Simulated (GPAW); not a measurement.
# AlN (P6_3mc) in GPAW: settings compared

One crystal, AlN, is run at these levels: PBE, LDA; tasks: band structure, gruneisen, eps q.

Program: GPAW 26.7.0. These are calculated values, not measurements. Logs are shortened: lines on timing, memory, paths and dates and some standing lists are left out, and cuts for length are marked. The log counts tension as positive stress, the text compression.

**Measured values to compare with.**

“Structural and optical properties of self-assembled AlN nanowires grown on SiO2/Si substrates by molecular beam epitaxy”, 2024, arxiv:2402.00216 quotes, for a bulk crystal of AlN at 0 K: band gap 6.0343 eV (an exciton energy, a little under the gap).

The results are compared with them further down.

## (1) Starting point

The structure is hexagonal, space group P6_3mc (No. 186). Conventional cell: a = 3.113 Å, b = 3.113 Å, c = 4.981 Å, α = 90.00°, β = 90.00°, γ = 120.00°. Al (site symmetry 3m) is surrounded by 4 N at 1.89 Å. N (site symmetry 3m) has 4 Al at 1.89 Å as nearest neighbours.

## (2) Band structure, PBE

Contents of run.py:

```python
from ase.dft.bandgap import bandgap
from ase.io import write
from ase.spacegroup import crystal
from gpaw import GPAW

# Al 2b
# N 2b
atoms = crystal(['Al', 'N'],
                basis=[[0.6666666667, 0.3333333333, 0.5],
                       [0.6666666667, 0.3333333333, 0.88]],
                spacegroup=186, setting=1,  # P6_3mc
                cellpar=[3.113, 3.113, 4.981, 90.0, 90.0, 120.0],
                primitive_cell=True)

calc = GPAW(mode='lcao',
            h=0.2,
            basis='sz(dzp)',
            xc='PBE',
            kpts={'size': (7, 7, 4), 'gamma': True},
            occupations={'name': 'fermi-dirac', 'width': 0.05},
            convergence={'density': 1e-05, 'energy': 1e-05},
            maxiter=150,
            txt='gpaw.txt')
atoms.calc = calc
energy = atoms.get_potential_energy()
forces = atoms.get_forces()
calc.write('gs.gpw')
write('result.traj', atoms)
print(f'Energy: {energy:.6f} eV')
print('Forces (eV/A):')
print(forces.round(4))
print('Fermi level:', round(calc.get_fermi_level(), 4), 'eV')
print(f'Gap: {bandgap(calc)[0]:.4f} eV, direct: {bandgap(calc, direct=True)[0]:.4f} eV')

path = atoms.cell.bandpath('GMKGALHA,LM,KH', npoints=80, eps=1e-4)
bs_calc = calc.fixed_density(kpts=path, symmetry='off', txt='bands.txt')
bs = bs_calc.band_structure()
bs.write('bs.json')
print(f'Gap on the path: {bandgap(bs_calc)[0]:.4f} eV')
```

Potentials or basis: GPAW PAW data sets (gpaw-data 1.2.1), lcao:sz(dzp).

Command:

```console
$ OMP_NUM_THREADS=1 python run.py
```

gpaw.txt:

```text
__  _  _
 | _ |_)|_||  |
 |__||  | ||/\| - 26.7.0

Input parameters:
  mode=LCAO(),
  basis={'default': 'sz(dzp)'},
  convergence={'density': 1e-05, 'energy': 1e-05},
  h=0.2,
  kpts=MonkhorstPack(size=(7, 7, 4), gamma=True),
  maxiter=150,
  occupations=Occupations(name='fermi-dirac', width=0.05),
  xc=XC(name='PBE')

           N

           Al
        N

        Al

Atoms  # Å, Bohr magnetons
|   | symbol |         x |        y |        z |    initial magnetic moments |
|---|--------|-----------|----------|----------|-----------------------------|
| 0 |     Al |  1.556500 | 0.898646 | 2.490500 | ( 0.0000,  0.0000,  0.0000) |
| 1 |     Al | -0.000000 | 1.797291 | 0.000000 | ( 0.0000,  0.0000,  0.0000) |
| 2 |      N |  1.556500 | 0.898646 | 4.383280 | ( 0.0000,  0.0000,  0.0000) |
| 3 |      N | -0.000000 | 1.797291 | 1.892780 | ( 0.0000,  0.0000,  0.0000) |

Unit cell  # Å
| periodic |         x |        y |        z |  lengths |     angles |
|----------|-----------|----------|----------|----------|------------|
|      yes |  3.113000 | 0.000000 | 0.000000 | 3.113000 |  90.000000 |
|      yes | -1.556500 | 2.695937 | 0.000000 | 3.113000 |  90.000000 |
|      yes |  0.000000 | 0.000000 | 4.981000 | 4.981000 | 120.000000 |

Number of symmetries: 6
Symmetry operations  # r_c * U_cc + t_c -> r_c
|   | kind |            matrix            |
|---|------|------------------------------|
| 0 |  σ   |  1, 1, 0,  0,-1, 0,  0, 0, 1 |
| 1 |  E   |  1, 0, 0,  0, 1, 0,  0, 0, 1 |
| 2 |  C3  |  0, 1, 0, -1,-1, 0,  0, 0, 1 |
| 3 |  σ   |  0,-1, 0, -1, 0, 0,  0, 0, 1 |
| 4 |  σ   | -1, 0, 0,  1, 1, 0,  0, 0, 1 |
| 5 |  C3  | -1,-1, 0,  1, 0, 0,  0, 0, 1 |

BZ-sampling:
  Number of BZ points: 196
  Number of IBZ points: 28

  Monkhorst-Pack size: [7, 7, 4]
  Monkhorst-Pack shift: [0.0, 0.0, 0.125]

K-points  # in reciprocal-cell coordinates
|     |                                coordinates |     weight |
|-----|--------------------------------------------|------------|
|   0 | (  0.00000000,   0.00000000,   0.00000000) | 0.00510204 |
|   1 | (  0.00000000,   0.00000000,   0.25000000) | 0.01020408 |
|   2 | (  0.00000000,   0.00000000,   0.50000000) | 0.00510204 |
|   3 | (  0.14285714,   0.00000000,  -0.25000000) | 0.03061224 |
|   4 | (  0.14285714,   0.00000000,   0.00000000) | 0.03061224 |
|   5 | (  0.14285714,   0.00000000,   0.25000000) | 0.03061224 |
|   6 | (  0.14285714,   0.00000000,   0.50000000) | 0.03061224 |
|   7 | (  0.28571429,  -0.14285714,   0.00000000) | 0.03061224 |
|   8 | (  0.28571429,  -0.14285714,   0.25000000) | 0.06122449 |
|   9 | (  0.28571429,  -0.14285714,   0.50000000) | 0.03061224 |
| ... |                                            |            |
|  27 | (  0.42857143,   0.42857143,   0.50000000) | 0.03061224 |

basis functions: 16
Spin-components: 1 (collinear spins)
Bands:           14
Projectors:      20
Spin-degeneracy: 2
Datatype:        <class 'complex'>

Density:
  Valence electrons: 16.0
  Components: 1
  Grid points: [12 12 24]
  Charge: 0.0  # |e|

Potential:
  Grid points: [12 12 24]

species:
  Al:
    name:    Aluminium
    Z:       13.0
    valence: 3
    core:    10
    charge:  0.0  # [|e|]
    compensation charges:
      type: gauss
      rc: 0.34  # [Å]
      lmax: 2
    cutoffs:
      filter: 1.91  # [Å]
      core: 2.36  # [Å]
    projectors
    | kind |    occ | energy [eV] | rcut [Å] |
    |------|--------|-------------|----------|
    |   3s |  2.000 |      -7.753 |    1.085 |
    |   3p |  1.000 |      -2.712 |    1.085 |
    |    s |        |      19.459 |    1.085 |
    |    p |        |      24.499 |    1.085 |
    |    d |        |       0.000 |    1.085 |

    LCAO basis set for Al:
      Name: sz(dzp)
      File: <dir>
      Number of radial functions: 2
      Number of spherical harmonics: 4
        l=0, rc=7.8750 Bohr: 3s-sz confined orbital
        l=1, rc=10.4219 Bohr: 3p-sz confined orbital
      Number of RI-basis functions 0

  N:
    name:    Nitrogen
    Z:       7.0
    valence: 5
    core:    2
    charge:  0.0  # [|e|]
    compensation charges:
      type: gauss
      rc: 0.18  # [Å]
      lmax: 2
    cutoffs:
      filter: 1.11  # [Å]
      core: 0.96  # [Å]
    projectors
    | kind |    occ | energy [eV] | rcut [Å] |
    |------|--------|-------------|----------|
    |   2s |  2.000 |     -18.583 |    0.603 |
    |   2p |  3.000 |      -7.089 |    0.529 |
    |    s |        |       8.629 |    0.603 |
    |    p |        |      20.123 |    0.529 |
    |    d |        |       0.000 |    0.577 |

    LCAO basis set for N:
      Name: sz(dzp)
      File: <dir>
      Number of radial functions: 2
      Number of spherical harmonics: 4
        l=0, rc=4.8594 Bohr: 2s-sz confined orbital
        l=1, rc=6.0625 Bohr: 2p-sz confined orbital
      Number of RI-basis functions 0

Reference energy: -16170.289538  # eV

eigensolver:
  <gpaw.new.lcao.eigensolver.LCAOEigensolver object>
density mixing:
  MSR1-Mixer
  Pratt-step length: 0.05
  Maximum mixing coefficient: 0.75
  Old densities: 10
  SVD Regularization: 0.005
  Good broyden scale: 1.0
  Trust region scale: 1.0
  Backstep threshold: 4.0
  History deletion threshold: 6.0
  Fourier metric: weight=20.0, sigma=0.015

occupation numbers:
  Fermi-Dirac:
    width: 0.0500  # eV

FastPoissonSolver using
    Stencil: 8*3+1=25 point O(h^6) finite-difference Laplacian
    FFT axes: [np.int64(0), np.int64(1), np.int64(2)]
    FST axes: []

xc functional:
  name: PBE with 2 nearest neighbor stencil
interpolation: tri-quintic # 5. degree polynomial

           N

           Al
        N

        Al

Atoms  # Å, Bohr magnetons
|   | symbol |         x |        y |        z |    initial magnetic moments |
|---|--------|-----------|----------|----------|-----------------------------|
| 0 |     Al |  1.556500 | 0.898646 | 2.490500 | ( 0.0000,  0.0000,  0.0000) |
| 1 |     Al | -0.000000 | 1.797291 | 0.000000 | ( 0.0000,  0.0000,  0.0000) |
| 2 |      N |  1.556500 | 0.898646 | 4.383280 | ( 0.0000,  0.0000,  0.0000) |
| 3 |      N | -0.000000 | 1.797291 | 1.892780 | ( 0.0000,  0.0000,  0.0000) |

Unit cell  # Å
| periodic |         x |        y |        z |  lengths |     angles |
|----------|-----------|----------|----------|----------|------------|
|      yes |  3.113000 | 0.000000 | 0.000000 | 3.113000 |  90.000000 |
|      yes | -1.556500 | 2.695937 | 0.000000 | 3.113000 |  90.000000 |
|      yes |  0.000000 | 0.000000 | 4.981000 | 4.981000 | 120.000000 |

Number of symmetries: 6
Symmetry operations  # r_c * U_cc + t_c -> r_c
|   | kind |            matrix            |
|---|------|------------------------------|
| 0 |  σ   |  1, 1, 0,  0,-1, 0,  0, 0, 1 |
| 1 |  E   |  1, 0, 0,  0, 1, 0,  0, 0, 1 |
| 2 |  C3  |  0, 1, 0, -1,-1, 0,  0, 0, 1 |
| 3 |  σ   |  0,-1, 0, -1, 0, 0,  0, 0, 1 |
| 4 |  σ   | -1, 0, 0,  1, 1, 0,  0, 0, 1 |
| 5 |  C3  | -1,-1, 0,  1, 0, 0,  0, 0, 1 |

BZ-sampling:
  Number of BZ points: 196
  Number of IBZ points: 28

  Monkhorst-Pack size: [7, 7, 4]
  Monkhorst-Pack shift: [0.0, 0.0, 0.125]

K-points  # in reciprocal-cell coordinates
|     |                                coordinates |     weight |
|-----|--------------------------------------------|------------|
|   0 | (  0.00000000,   0.00000000,   0.00000000) | 0.00510204 |
|   1 | (  0.00000000,   0.00000000,   0.25000000) | 0.01020408 |
|   2 | (  0.00000000,   0.00000000,   0.50000000) | 0.00510204 |
|   3 | (  0.14285714,   0.00000000,  -0.25000000) | 0.03061224 |
|   4 | (  0.14285714,   0.00000000,   0.00000000) | 0.03061224 |
|   5 | (  0.14285714,   0.00000000,   0.25000000) | 0.03061224 |
|   6 | (  0.14285714,   0.00000000,   0.50000000) | 0.03061224 |
|   7 | (  0.28571429,  -0.14285714,   0.00000000) | 0.03061224 |
|   8 | (  0.28571429,  -0.14285714,   0.25000000) | 0.06122449 |
|   9 | (  0.28571429,  -0.14285714,   0.50000000) | 0.03061224 |
| ... |                                            |            |
|  27 | (  0.42857143,   0.42857143,   0.50000000) | 0.03061224 |

basis functions: 16
Spin-components: 1 (collinear spins)
Bands:           14
Projectors:      20
Spin-degeneracy: 2
Datatype:        <class 'complex'>

Density:
  Valence electrons: 16.0
  Components: 1
  Grid points: [12 12 24]
  Charge: 0.0  # |e|

Potential:
  Grid points: [12 12 24]

species:
  Al:
    name:    Aluminium
    Z:       13.0
    valence: 3
    core:    10
    charge:  0.0  # [|e|]
    compensation charges:
      type: gauss
      rc: 0.34  # [Å]
      lmax: 2
    cutoffs:
      filter: 1.91  # [Å]
      core: 2.36  # [Å]
    projectors
    | kind |    occ | energy [eV] | rcut [Å] |
    |------|--------|-------------|----------|
    |   3s |  2.000 |      -7.753 |    1.085 |
    |   3p |  1.000 |      -2.712 |    1.085 |
    |    s |        |      19.459 |    1.085 |
    |    p |        |      24.499 |    1.085 |
    |    d |        |       0.000 |    1.085 |

    LCAO basis set for Al:
      Name: sz(dzp)
      File: <dir>
      Number of radial functions: 2
      Number of spherical harmonics: 4
        l=0, rc=7.8750 Bohr: 3s-sz confined orbital
        l=1, rc=10.4219 Bohr: 3p-sz confined orbital
      Number of RI-basis functions 0

  N:
    name:    Nitrogen
    Z:       7.0
    valence: 5
    core:    2
    charge:  0.0  # [|e|]
    compensation charges:
      type: gauss
      rc: 0.18  # [Å]
      lmax: 2
    cutoffs:
      filter: 1.11  # [Å]
      core: 0.96  # [Å]
    projectors
    | kind |    occ | energy [eV] | rcut [Å] |
    |------|--------|-------------|----------|
    |   2s |  2.000 |     -18.583 |    0.603 |
    |   2p |  3.000 |      -7.089 |    0.529 |
    |    s |        |       8.629 |    0.603 |
    |    p |        |      20.123 |    0.529 |
    |    d |        |       0.000 |    0.577 |

    LCAO basis set for N:
      Name: sz(dzp)
      File: <dir>
      Number of radial functions: 2
      Number of spherical harmonics: 4
        l=0, rc=4.8594 Bohr: 2s-sz confined orbital
        l=1, rc=6.0625 Bohr: 2p-sz confined orbital
      Number of RI-basis functions 0

Reference energy: -16170.289538  # eV

eigensolver:
  <gpaw.new.lcao.eigensolver.LCAOEigensolver object>
density mixing:
  MSR1-Mixer
  Pratt-step length: 0.05
  Maximum mixing coefficient: 0.75
  Old densities: 10
  SVD Regularization: 0.005
  Good broyden scale: 1.0
  Trust region scale: 1.0
  Backstep threshold: 4.0
  History deletion threshold: 6.0
  Fourier metric: weight=20.0, sigma=0.015

occupation numbers:
  Fermi-Dirac:
    width: 0.0500  # eV

FastPoissonSolver using
    Stencil: 8*3+1=25 point O(h^6) finite-difference Laplacian
    FFT axes: [np.int64(0), np.int64(1), np.int64(2)]
    FST axes: []

xc functional:
  name: PBE with 2 nearest neighbor stencil
interpolation: tri-quintic # 5. degree polynomial

convergence criteria:
- Maximum integral of absolute [dens]ity change: 1e-05 electrons / valence electron
- Maximum [total energy] change in last 3 cyles: 1e-05 eV / valence electron
- Maximum integral of absolute [eigenst]ate change: 4e-08 eV^2 / valence electron
maximum number of iterations: 150

SCF iterations
|iter     | |      energy | eigst |  dens |
|---------|-|-------------|-------|-------|
|iter:   1| |  -29.097901 |      c|       |
|iter:   2| |  -28.091227 |      c| -0.58 |
|iter:   3| |  -24.845099 |      c| -0.63 |
|iter:   4| |  -24.853623 |      c| -1.52 |
|iter:   5| |  -24.857174 |      c| -1.80 |
|iter:   6| |  -24.857173 |      c| -3.91 |
|iter:   7| |  -24.857172c|      c| -4.34 |
|iter:   8| |  -24.857172c|      c| -6.10c|

Converged in 8 steps
Energy contributions relative to reference atoms: (reference = -16170.289538)

Energy contributions:
  Kinetic:          71.126271
  Coulomb:         -60.805237
  Zero:              1.700136
  External:          0.000000
  Xc:              -36.878343
  Entropy:          -0.000000
  Spinorbit:         0.000000
  ----------------------------
  Free energy:     -24.857172
  Extrapolated:    -24.857172

dipole moment: (-0.000000, 0.000000, -6.819959)  # |e|*Ang

Fermi level: 8.697
Eigenvalues  # (at kpt = [0.000, 0.000, 0.000])
| band index |      eig [eV] | occ [0-2] |
|------------|---------------|-----------|
|          0 |        -8.742 |     2.000 |
|          1 |        -6.426 |     2.000 |
|          2 |         0.346 |     2.000 |
|          3 |         6.110 |     2.000 |
|          4 |         6.114 |     2.000 |
|          5 |         7.117 |     2.000 |
|          6 |         7.117 |     2.000 |
|          7 |         7.289 |     2.000 |
|          8 |        11.170 |     0.000 |
|          9 |        14.108 |     0.000 |
|         10 |        18.681 |     0.000 |
|         11 |        18.953 |     0.000 |
|         12 |        18.953 |     0.000 |
|         13 |        20.151 |     0.000 |

Gap: 3.881 eV
Transition (v -> c):
  (s=0, k=0, n=7, [0.00, 0.00, 0.00]) -> (s=0, k=0, n=8, [0.00, 0.00, 0.00])
No difference between direct/indirect transitions

Forces  # eV/Ang
|        x |       y |        z |
|----------|---------|----------|
|  0.00000 | 0.00000 | -0.04394 |  # Al   0
| -0.00000 | 0.00000 | -0.04395 |  # Al   1
| -0.00000 | 0.00000 |  0.28978 |  # N    2
|  0.00000 | 0.00000 |  0.28983 |  # N    3

# Writing to gs.gpw (mode='')
```

It took 28 s on 1 thread of Arm Neoverse V1, shared host; peak memory 0.15 GiB.

The run converged, but some of its settings lie outside the range that counts as converged, so its numbers aren't taken as properties of the crystal.

What came out:

| Item | Value |
| --- | --- |
| Free energy | -24.8572 eV |
| Band gap on the k mesh | 3.88 eV, direct |
| Band gap along the path | 3.88 eV, direct |

Caveat: the real-space grid adds noise to forces; the forces don't sum to zero, a sign of grid noise; the basis of atomic orbitals isn't converged, which shifts pressures, moduli and gaps.

[end of part 1 of 3]
